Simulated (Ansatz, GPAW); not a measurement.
# Geometry or basis: what sets the conductance of ethane-1,2-diamine between two Pd chains, part 2 of 4

How well does ethane-1,2-diamine between two Pd chains conduct once its atoms have relaxed, and how much do cheaper levels lose?

GPAW 26.7.0 and Ansatz 0.2.0; Ansatz plane waves; relaxation of the junction with the lead ends held; PAW set soft_1 (the session's first sound run).

So far. Step 2 (Relaxation): The relaxation lowered the energy of the cell by 0.915 eV.

**3. Plane-wave reference (PBE)**

Plane waves give the reference curve, free of the bias of atom-centred orbitals.

This step: Ansatz plane waves; Landauer transmission by layers, zero bias; PAW set soft_1 (Ansatz 0.2.0).

File input.yaml:

```yaml
crystal:
  lattice:
    - [9.0690570503, 0.0, 0.0]
    - [0.0, 9.0, 0.0]
    - [0.0, 0.0, 44.8858947244]
  atoms:
    - { symbol: Pd, position: [0.5, 0.5, 0.0278483922] }
    - { symbol: Pd, position: [0.5, 0.5, 0.0835451766] }
    - { symbol: Pd, position: [0.5, 0.5, 0.1392419609] }
    - { symbol: Pd, position: [0.5, 0.5, 0.1949387453] }
    - { symbol: Pd, position: [0.5, 0.5, 0.2506355297] }
    - { symbol: Pd, position: [0.5, 0.5, 0.3063323141] }
    - { symbol: Pd, position: [0.4052363567, 0.5018245489, 0.358386617] }
    - { symbol: Pd, position: [0.5055421722, 0.5010387372, 0.4109404409] }
    - { symbol: "N", position: [0.4382623612, 0.5009917772, 0.4585804768] }
    - { symbol: H, position: [0.370465718, 0.5918536749, 0.4594106272] }
    - { symbol: H, position: [0.370900744, 0.4098010443, 0.4594368372] }
    - { symbol: H, position: [0.6107877366, 0.5997588254, 0.4827110601] }
    - { symbol: H, position: [0.6114877638, 0.4034319513, 0.482711894] }
    - { symbol: C, position: [0.5396416206, 0.5013383008, 0.4846333236] }
    - { symbol: C, position: [0.4603172264, 0.5011081099, 0.5152206763] }
    - { symbol: H, position: [0.3885109095, 0.5990418955, 0.5171369304] }
    - { symbol: H, position: [0.3891662225, 0.4026854208, 0.5171398738] }
    - { symbol: H, position: [0.6295032624, 0.4106931677, 0.5404651114] }
    - { symbol: H, position: [0.6288564031, 0.5927560966, 0.5404600656] }
    - { symbol: "N", position: [0.5616076425, 0.5014785465, 0.5412813051] }
    - { symbol: Pd, position: [0.4939073102, 0.5015341577, 0.5889150598] }
    - { symbol: Pd, position: [0.5934107908, 0.5039834005, 0.6415235967] }
    - { symbol: Pd, position: [0.5, 0.5, 0.6936676859] }
    - { symbol: Pd, position: [0.5, 0.5, 0.7493644703] }
    - { symbol: Pd, position: [0.5, 0.5, 0.8050612547] }
    - { symbol: Pd, position: [0.5, 0.5, 0.8607580391] }
    - { symbol: Pd, position: [0.5, 0.5, 0.9164548234] }
    - { symbol: Pd, position: [0.5, 0.5, 0.9721516078] }
kpoints:
  mp_grid: { grid: [1, 1, 2] }
hamiltonian:
  xc: pbe
  pseudopotentials: { kind: paw, azcp: { folder: soft_1 } }
scf:
  occupations: { method: fermi_dirac, width: 0.1 }
output:
  transmission:
    leads: [[0, 1]]
    e_range: [-2, 2]
    de: 0.025
    kmesh: [1, 1]
    reduced_basis: true
  write_potential: true
  write_density: true
  volumetric_format: npy
  elf: true
```

Run with:

```sh
ansatz run input.yaml --threads 4 --pin off --max-ram 8192MiB --backend cpu --events-out ev --progress --plain --runs-dir out
```

Numbers of over 12 decimals in the logs are rounded to 6 here.

The log of the run:

```text
[...]
Crystal: 28 atoms, lattice volume = 3663.655 Å³
Basis set: ecut = 420 eV, 71603 PW (Γ)
Bands: 189, of which v1, the nominal top of the filled ones, is band 157 counted from 1 (156 counted from 0)
Symmetry: 1 space group operations
[...]
k-points: 2
[...]
SCF iter   1: F=—  HF=-112947.434219 eV  |F-HF|=—  |Δ(HF+E_count)|=         —  Δρ=4.77e-2  dr2=1.11e2  ethr=3.10e-3  ⟨swp⟩=10.5  Hψ=1956  notcnv=0
[...]
SCF iter  16: F=-112926.513969 eV  HF=-112926.513969 eV  |F-HF|=5.77e-8  |Δ(HF+E_count)|=   3.26e-9  Δρ=1.00e-6  dr2=6.71e-8  ethr=3.18e-11  ⟨swp⟩=25.5  Hψ=1640  notcnv=0
[...]
SCF 1 converged in 16 iterations: F = -112926.513969 eV  dr2 = 6.71e-8
[...]
transmission: 57 of 342 steps passed
transmission: 114 of 342 steps passed
[...]
transmission: 342 of 342 steps passed
WARN: The output density's exchange-correlation potential varies sharply where the density is thin. Do not read a vacuum level from v_tot or v_xc, or from such a field of the output density. On a cell that repeats whose density bears no net charge and no dipole along the vacuum's axis use v_es (v_loc + v_h of the components); under efield.dipole_correction with no amplitude use v_es + v_field, which holds any externa [...]
SCF converged after 16 iterations
Free energy (F): -112926.513969 eV
[...]
Internal energy: -112924.845692 eV  (E = F + TS)
E sigma→0 (E₀):  -112925.679830 eV
Entropy (-TS):   -1.668277 eV (-59.581 meV/atom)
Fermi energy:    -3.146617 eV
[...]
--- Band table (eV) ---
  k-point 0: bands = [... 153 lower, -3.2630, -3.2410, -3.2301, -3.1428, -3.1386, -3.1061, -3.0598, -3.0418, ... 28 higher]
  k-point 1: bands = [... 153 lower, -3.2649, -3.2513, -3.2383, -3.1425, -3.1381, -3.1082, -3.0444, -3.0417, ... 28 higher]
--- Transmission ---
  basis      : 721 plane waves across, 57 finite elements along
  points     : 1, standing for a mesh of 1 x 1
  filling    : by the input's occupations and mesh, since the crystals that have channels conduct as metals do. If one of these is a semiconductor, that mesh has misplaced its level
  energies   : 161 from -2.000000 to 2.000000 eV about the Fermi level, 0.025000 eV apart; the leads are filled to 0.000000 eV, and channels, transmission and decay are at 0.000000 eV
  crystal 0  : Pd1, at the sites [0, 1], period 2.5000 Å, over 30.00 Å; its Hamiltonian steps by up to 1.6 meV
    offset         : up to 0.0000 Å between an atom of the period and one for which it stands
    filled         : 10.8 meV under the level at which it is neutral
    channels       : 4.000000e0 a spin
    conductance    : 3.7862e14 S/m² at 300 K; may be off by some 0.0 % by where its bands' edges are placed, 0.1 % from the distance to neutral
  junction   : crystal 0 to crystal 0, 0.70 to 43.08 Å
    transmission   : 5.223542e-2 a spin
    error estimate : 9.745585e-6 a spin from the reduction of the transverse basis, at the most 1.172003e-4 at -1.125000 eV
    conductance    : 5.0230e12 S/m² at 300 K (5.0275e12 on every other energy)
    error estimate : 0.1 % from the energy spacing and 0.0 % from band edges of the leads and from resonances (wavevectors taken as independent; lower de), 0.0 % from the reduction of the transverse basis, 0.6 % from the steps of its leads' Hamiltonians or their offsets (lay more layers), 2.0 % from the distance to neutral
    resistance     : 1.9644e-1 Ω µm² beyond half of each lead's own
```

Wall time 5 min (4 threads of Arm Neoverse V1, shared host); peak memory 6.1 GiB.

The column dr2 measures how far the density is from self-consistency, as an energy; F and HF (Harris–Foulkes) agree once it is small.

This step gave:

```
free energy                                             : -112926.5140 eV
lead level                                              : 0 eV from the Fermi level
transmission at the Fermi level (one spin)              : 0.05224
open channels of the lead at the Fermi level (one spin) : 4
step of the potential along the lead                    : 1.6 meV
offset of the lead                                      : 0 Å
filling of the lead less its bulk value, in size        : 10.8 meV
conductance                                             : 0.05291 G₀
```

One spin. Table of transmission, zone mean by energy, zero at the Fermi level:

```tsv
energy (eV)	transmission, zone mean
-2.000	0.00440
-1.800	0.00746
-1.600	0.0172
-1.400	0.0584
-1.225	0.136
-1.200	0.125
-1.000	0.0340
-0.800	0.0239
-0.625	0.0817
-0.600	0.0806
-0.525	0.0804
-0.400	0.0862
-0.325	0.132
-0.200	0.0547
0.000	0.0522
0.125	0.0699
0.200	0.0442
0.400	0.0258
0.600	0.0200
0.800	0.0177
1.000	0.0167
1.200	0.0160
1.400	0.0151
1.600	0.0130
1.800	0.00664
2.000	0.00441
```

One spin. Table of open channels, zone mean by energy, zero at the Fermi level:

energy (eV), open channels, zone mean and a bar from the least value:
```
   -2.000       3.00 ###############
   -1.900       3.00 ###############
   -1.800       3.00 ###############
   -1.700       3.00 ###############
   -1.600       3.00 ###############
   -1.500       3.00 ###############
   -1.400       3.00 ###############
   -1.300       3.00 ###############
   -1.200       3.00 ###############
   -1.100       5.00 ##############################
   -1.000       5.00 ##############################
   -0.900       5.00 ##############################
   -0.800       5.00 ##############################
   -0.700       5.00 ##############################
   -0.600       5.00 ##############################
   -0.500       4.00 ######################
   -0.400       4.00 ######################
   -0.300       4.00 ######################
   -0.200       4.00 ######################
   -0.100       4.00 ######################
    0.000       4.00 ######################
    0.100       4.00 ######################
    0.200       1.00 
    0.300       1.00 
    0.400       1.00 
    0.500       1.00 
    0.600       1.00 
    0.700       1.00 
    0.800       1.00 
    0.900       1.00 
    1.000       1.00 
    1.100       1.00 
    1.200       1.00 
    1.300       1.00 
    1.400       1.00 
    1.500       1.00 
    1.600       1.00 
    1.700       1.00 
    1.800       1.00 
    1.900       1.00 
    2.000       1.00
```

Crystal 0, spin -, k parallel (0, 0); distinct values, listed up to 1.5 1/Å. Table of Im kz of the slowest decaying states by energy, zero at the Fermi level:

```tsv
energy (eV)	decay 1 (Å⁻¹)	decay 2 (Å⁻¹)	decay 3 (Å⁻¹)	decay 4 (Å⁻¹)
-2.0000	0.728	0.818	0.819	1.35
-1.7500	0.665	0.702	0.703	1.33
-1.5000	0.542	0.543	0.595	1.30
-1.2500	0.242	0.244	0.515	1.28
-1.0000	0.418	1.25	1.25	1.26
-0.7500	0.290	1.23	1.23	1.23
-0.5000	0.265	0.266	1.20	1.20
-0.2500	0.519	0.519	1.18	1.18
0.0000	0.656	1.15	1.15	1.15
0.2500	0.118	0.118	0.143	0.751
0.5000	0.205	0.205	0.266	0.825
0.7500	0.255	0.256	0.347	0.884
1.0000	0.289	0.289	0.411	0.932
1.2500	0.311	0.311	0.464	0.974
1.5000	0.324	0.324	0.509	0.957
1.7500	0.330	0.330	0.548	0.921
2.0000	0.327	0.327	0.582	0.883
```

Crystal 0, spin -, k parallel (0, 0). Re kz of states that move upwards against energy, zero at the Fermi level:

```tsv
energy (eV)	channel 1 (Å⁻¹)	channel 2 (Å⁻¹)	channel 3 (Å⁻¹)	channel 4 (Å⁻¹)	channel 5 (Å⁻¹)
-2.000	-0.781	-0.781	0.603	-	-
-1.800	-0.711	-0.711	0.637	-	-
-1.600	-0.646	-0.646	0.672	-	-
-1.400	-0.586	-0.586	0.707	-	-
-1.200	-0.527	-0.527	0.744	-	-
-1.000	-0.470	-0.470	0.485	0.486	0.783
-0.800	-0.413	-0.413	0.749	0.750	0.826
-0.600	-0.355	-0.355	0.873	1.10	1.10
-0.400	-0.294	-0.293	0.204	0.927	-
-0.200	-0.226	-0.226	0.335	0.993	-
0.000	-0.141	-0.140	0.425	1.08	-
0.200	0.497	-	-	-	-
0.400	0.557	-	-	-	-
0.600	0.609	-	-	-	-
0.800	0.655	-	-	-	-
1.000	0.695	-	-	-	-
1.200	0.732	-	-	-	-
1.400	0.765	-	-	-	-
1.600	0.796	-	-	-	-
1.800	0.825	-	-	-	-
2.000	0.853	-	-	-	-
```

The electrostatic potential energy of an electron (with the applied field's), less the Fermi level, planar mean oscillates, so the rows of the table below give means over windows of 2.38 Å about each position, cut where the curve ends. Its first 14 maxima inside the range that stand out by 2 % of the span (Å: eV): 2.5: 5.04, 5.0: 5.03, 7.4: 5.03, 10.0: 5.00, 12.5: 4.95, 14.9: 4.79, 17.3: 4.45, 19.5: 3.64, 21.2: 2.22, 22.4: 2.51, 23.7: 2.22, 25.4: 3.64, 27.6: 4.45, 30.0: 4.79. Its first 14 minima: 1.3: 3.38, 3.8: 3.38, 6.3: 3.38, 8.7: 3.38, 11.2: 3.31, 13.7: 3.27, 16.1: 3.10, 18.5: 2.56, 20.6: 1.73, 21.7: 1.45, 23.1: 1.45, 24.3: 1.73, 26.4: 2.56, 28.8: 3.10.

The electrostatic potential energy of an electron (with the applied field's), less the Fermi level, planar mean by z; means over each step:

z (Å), electrostatic potential energy of an electron (with the applied field's), less the Fermi level, planar mean (eV) and a bar from the least value:
```
     1.19       4.23 #############################
     3.57       4.23 #############################
     5.95       4.23 #############################
     8.33       4.24 ##############################
    10.71       4.20 #############################
    13.09       4.17 #############################
    15.47       3.97 ##########################
    17.85       3.54 #####################
    20.23       2.69 ##########
    22.61       1.92 
    24.99       2.81 ###########
    27.37       3.62 ######################
    29.75       4.00 ##########################
    32.13       4.21 #############################
    34.51       4.24 ##############################
    36.89       4.27 ##############################
    39.27       4.26 ##############################
    41.65       4.25 ##############################
    44.03       4.06 ###########################
```

The valence density, planar mean oscillates, so the rows of the table below give means over windows of 2.38 Å about each position, cut where the curve ends. Its first 14 maxima inside the range that stand out by 2 % of the span (Å: e/Å³): 1.3: 0.215, 3.8: 0.214, 6.3: 0.212, 8.7: 0.213, 11.2: 0.214, 13.7: 0.215, 16.1: 0.214, 18.5: 0.212, 20.6: 0.0850, 21.6: 0.0695, 23.3: 0.0693, 24.3: 0.0849, 26.4: 0.213, 28.8: 0.214. Its first 14 minima: 2.5: 0.0148, 5.0: 0.0149, 7.4: 0.0150, 10.0: 0.0149, 12.5: 0.0147, 14.9: 0.0184, 17.3: 0.0171, 19.6: 0.0160, 21.2: 0.0559, 22.4: 0.0376, 23.7: 0.0559, 25.2: 0.0160, 27.6: 0.0171, 30.0: 0.0184.

The valence density, planar mean by z; means over each step:

```tsv
z (Å)	valence density, planar mean (e/Å³)
1.19	0.0919
3.57	0.0918
5.95	0.0916
8.33	0.0912
10.71	0.0903
13.09	0.0892
15.47	0.0945
17.85	0.0940
20.23	0.0497
22.61	0.0563
24.99	0.0590
27.37	0.0946
29.75	0.0960
32.13	0.0842
34.51	0.0858
36.89	0.0878
39.27	0.0893
41.65	0.0905
44.03	0.110
```

Valence density in the ca plane at fractional y = 0.500, with atoms of Pd and N and C within 0.2 Å of it. It is the smooth field of the valence electrons, not physical close to the nuclei.

Ten steps, logarithmic in the rise over the least value, from '0' (0 e/Å³) to '9' (15 e/Å³), each cell a mean:
```
00000000000000000000000000000000000000000000
00000000000000000000000000000000000000000000
00000000000000000000000000000000000000000000
00000000000000000000000000000000000000000000
00000000000000000000000000000000000000000000
00000000000000000000000000000000000000000000
00000000000000000000000000000000012221000000
00000000000000111000112210000001146642100000
00001222100001232101234421111111368874211211
00012455310012454312356642244432479985234543
11124788521223455433466653478753368974357875
43236999633444555554556543589963245643369996
76335898634666544455543322589963122221258986
98423565324666422345431111367642101101136764
98422232113555311234320000133321000000012321
76311111001233100112210000011100000000000110
43100000000111000000000000000000000000000000
11000000000000000000000000000000000000000000
00000000000000000000000000000000000000000000
00000000000000000000000000000000000000000000
00000000000000000000000000000000000000000000
00000000000000000000000000000000000000000000
00000000000000000000000000000000000000000000
00000000000000000000000000000000000000000000
```
Columns run along c (16.0 Å, from fractional 0.36 to 0.72 of the cell), rows up along a (9.1 Å). Atoms in or near the plane, at fractional coordinates: Pd at (0.41, 0.51), N at (0.46, 0.44), C at (0.48, 0.54), C at (0.52, 0.46), N at (0.54, 0.56), Pd at (0.59, 0.49), Pd at (0.64, 0.59), Pd at (0.69, 0.50).

Electrostatic potential energy in the ca plane at fractional y = 0.500, with atoms of Pd and N and C within 0.2 Å of it. With pseudopotentials it is smooth inside the atoms' cores, unlike the true potential.

Ten even steps from '0' (-57 eV) to '9' (2 eV), each cell a mean:
```
99999999999999999999999999999999999999999999
99999999999999999999999999999999999999999999
99999999999999999999999999999999999999999999
99999999999999999999999999999999999999999999
99999999999999999999999999999999999999999999
99999999999999999999999999999999999999999999
99999999999999999999999999999999999999999999
99999999999999999999999999999999999889999999
99999999999999999998899999988889998668999999
67998756799999999865579999863478984115987668
13787201489999999620048999830048773005873114
01685000279877898500027986640155235347850002
02786100278521378610037840155662005889851002
36898533687200058853468720068873026899974225
88999888897200058988899853489987678999998778
99999999998521379999999988899999999999999999
99999999999876789999999999999999999999999999
99999999999999999999999999999999999999999999
99999999999999999999999999999999999999999999
99999999999999999999999999999999999999999999
99999999999999999999999999999999999999999999
99999999999999999999999999999999999999999999
99999999999999999999999999999999999999999999
99999999999999999999999999999999999999999999
```
Columns run along c (16.0 Å, from fractional 0.26 to 0.61 of the cell; values clipped at the 3rd and 97th percentile), rows up along a (9.1 Å). Atoms in or near the plane, at fractional coordinates: Pd at (0.31, 0.50), Pd at (0.36, 0.41), Pd at (0.41, 0.51), N at (0.46, 0.44), C at (0.48, 0.54), C at (0.52, 0.46), N at (0.54, 0.56), Pd at (0.59, 0.49).

ELF in the ca plane at fractional y = 0.500, with atoms of Pd and N and C within 0.2 Å of it. It is the smooth field of the valence electrons, not physical close to the nuclei.

Ten even steps from '0' (0.00) to '9' (0.92), each cell a mean:
```
00000000000000000000000000000000000000000000
00000000000000000000000000000000000000000000
00000000000000000000000000000000000000000000
00000000000000000000000000000011100000000000
00000000000000000000000000000111110000000000
00000000000000000000000000000112211000000000
00111100000111000121100011100123221111111100
01121100002442001354310122211244431111111111
11232110014675101577631122221343342122222111
12444211014665312664672244322332243234432223
13434313545314765852782344432343343244443224
24323327989528975988971332332344432343234234
24334249748868830577732432431232222243343234
23444148426634544532211444421122221234442224
22332136677411367620001234310111111123321112
12222113566300245420001222210011111111211111
11111001233100122200001111100000000011111011
00110000011000001000000111000000000000000000
00000000000000000000000000000000000000000000
00000000000000000000000000000000000000000000
00000000000000000000000000000000000000000000
00000000000000000000000000000000000000000000
00000000000000000000000000000000000000000000
00000000000000000000000000000000000000000000
```
Columns run along c (16.0 Å, from fractional 0.39 to 0.74 of the cell), rows up along a (9.1 Å). Atoms in or near the plane, at fractional coordinates: Pd at (0.41, 0.51), N at (0.46, 0.44), C at (0.48, 0.54), C at (0.52, 0.46), N at (0.54, 0.56), Pd at (0.59, 0.49), Pd at (0.64, 0.59), Pd at (0.69, 0.50).

T at the Fermi level is 0.0522 of 4 open channels a spin.

(Part 2 of 4 ends here.)

[Logs are printed without paths, hosts, clocks, repeated set-up lines and the standing remarks that a program may print on its own settings, such as how far it seeks lower states.]

[Hosts, paths, dates, database ids (printed as entryN), source tags and the programs' standing remarks are cut or masked in the printed files.]
